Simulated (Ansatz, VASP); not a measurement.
# Two plane-wave programs on C

The input INCAR:

```
PREC = Accurate ; ENCUT = 520
EDIFF = 1E-6 ; ISMEAR = -1
SIGMA = 0.1 ; LREAL = False
LASPH = True ; NELM = 60
ALGO = Normal ; ISIF = 2
LWAVE = False ; LCHARG = True
GGA = RP ; LELF = True
LVHAR = True ; NBANDS = 8
```

Contents of KPOINTS:

```
regular mesh
0
Gamma
  21 21 21
```

POSCAR

```
C
1.0
   -1.2109395770      1.2109395770      1.2109395770
    1.2109395770     -1.2109395770      1.2109395770
    1.2109395770      1.2109395770     -1.2109395770
C
1
Direct
    0.0000000000      0.0000000000      0.0000000000
```

Input for Ansatz:

```yaml
crystal:
  lattice:
    - [-1.210939577, 1.210939577, 1.210939577]
    - [1.210939577, -1.210939577, 1.210939577]
    - [1.210939577, 1.210939577, -1.210939577]
  atoms:
    - { symbol: C, position: [0.0, 0.0, 0.0] }
hamiltonian:
  xc: rpbe
  pseudopotentials:
    kind: paw
    azcp:
      C: "pseudopotentials/C.paw.azcp"
basis:
  ecutwfc: 420
  fft_grid_basis: typed
kpoints:
  mp_grid: { grid: [21, 21, 21], shift: [0, 0, 0] }
magnetization:
  spin_polarized: false
scf:
  occupations: { method: fermi_dirac, width: 0.1 }
  lower_state_search: "off"
output:
  stress: true
```

Alike in both runs: task single point; functional RPBE; k mesh 21 × 21 × 21; occupations fermi-dirac, width 0.1 eV; no spin polarisation.

```csv
,VASP,Ansatz
version,VASP 6.6.1,Ansatz 0.2.0
potentials or method,"VASP PAW PBE potentials, release 64 (C)","plane waves (420 eV) with PAW, scalar-relativistic"
plane-wave cutoff (eV),520,420
valence electrons in the cell,4,4
```

|  | VASP | Ansatz | Ansatz less VASP |
| --- | --- | --- | --- |
| pressure (GPa) | -6.4 | -6.5 | -0.04 |

Caveats: the PAW data sets were made with another functional, which shifts forces and pressure a little (VASP).
